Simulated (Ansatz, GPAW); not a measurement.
## One calculation of Rh, 3 ways

```
CELL_PARAMETERS angstrom
0.00000 1.89785 1.89785
1.89785 0.00000 1.89785
1.89785 1.89785 0.00000
ATOMIC_POSITIONS crystal
Rh 0.00000 0.00000 0.00000
```

Alike in all runs: task single point; functional PBE; k mesh 12 × 12 × 12; occupations gaussian, width 0.025 eV; no spin polarisation; no spin-orbit coupling. Pressure is positive in compression and, in plane waves, holds the error of the finite cutoff, which Ansatz's Pulay term estimates and takes out.

```tsv
program and potentials	plane-wave cutoff (eV)	notes	band gap (eV)	pressure (GPa)
Ansatz, Ansatz PAW	420	17 valence electrons an atom on average; Pulay term of +0.12 GPa included	no gap	7.22
GPAW, GPAW PAW data sets (gpaw-data 1.2.1)	600	15 valence electrons an atom on average	no gap	9.19
Ansatz, all-electron LAPW, scalar-relativistic	-	-	no gap	7.18
```

None finds a gap. The pressure spans 7.18 (Ansatz, all-electron LAPW, scalar-relativistic) to 9.19 GPa (GPAW, GPAW PAW data sets (gpaw-data 1.2.1)), with all-electron results at 7.18.

Differences between rows come from potentials, basis sets and numerical settings, since the functional is the same but for its coding. Runs on potential files found faulty are left out.
